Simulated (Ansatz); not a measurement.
The system is SnO.

```
CELL_PARAMETERS angstrom
3.81370 0.00000 0.00000
0.00000 3.81370 0.00000
0.00000 0.00000 4.88691
ATOMIC_POSITIONS crystal
Sn 0.50000 0.00000 0.76463
Sn 0.00000 0.50000 0.23537
O 0.00000 0.00000 0.00000
O 0.50000 0.50000 0.00000
```

The cell is a database's computed one.

* Program: Ansatz 0.2.0
* Task: relaxation of cell and atoms
* Functional: PBEsol
* Dispersion: D4
* Potentials or basis: Ansatz PAW
* Cutoff: 420 eV (not typed: the program's choice for these potentials)
* k mesh: 7 × 7 × 6
* Occupations: fermi-dirac, width 0.05 eV
* Spin: no spin polarisation

At the start: volume 17.77 Å³/atom.

Task: Where does the relaxation end?

Result: It ends after 9 steps and the volume is 16.49 Å³/atom (-7.2 %); space group P4/nmm (No. 129, to 0.05 Å).

Step by step:
```csv
step,energy change (eV),largest force (eV/Å),volume (Å³)
1,0.0000,0.0776,71.08
2,-0.0404,0.4046,65.50
3,-0.0455,0.2619,66.13
4,-0.0500,0.0014,66.48
5,-0.0506,0.0066,66.38
6,-0.0506,0.0006,66.38
7,-0.0406,0.0025,66.38
8,-0.0424,0.0012,65.97
9,-0.0412,0.0017,65.97
```

Final structure:
```xyz
4
Lattice="3.7816 0.0000 0.0000 0.0000 3.7816 0.0000 0.0000 0.0000 4.6130" Properties=species:S:1:pos:R:3 pbc="T T T"
Sn    1.8908    0.0000    3.4583
Sn    0.0000    1.8908    1.1548
O     0.0000    0.0000    0.0000
O     1.8908    1.8908    0.0000
```

Caveat: the plane-wave basis is chosen anew once the cell has moved, so the energies of steps on either side of that aren't comparable; the pressure holds a Pulay correction of +0.5 GPa for the finite cutoff; the PAW data sets come from PBE, with cores solved anew for the run's functional, which leaves a small shift of forces and pressure.
